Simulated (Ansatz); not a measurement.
Crystal: Au.

```xyz
2
Lattice="2.9000 0.0000 0.0000 -1.4500 2.5115 0.0000 0.0000 0.0000 4.8800" Properties=species:S:1:pos:R:3 pbc="T T T"
Au    1.4500    0.8372    1.2200
Au    0.0000    1.6743    3.6600
```

This isn't the form of Au at room conditions, which is fcc.

Program: Ansatz 0.2.0. Alike in all runs: task band structure; potentials or basis all-electron LAPW, scalar-relativistic; no spin polarisation; cell as given; k mesh 11 × 11 × 6; cutoff (eV) 245; smearing fermi-dirac 0.05 eV; basis error allowed 0.001 eV/atom.

Question: Order these runs on this cell by their pressure, lowest first.
A. level LDA
B. level PBE
C. level PBEsol

Answer: A (-10.8 GPa), C (-6.5 GPa), B (1.9 GPa).
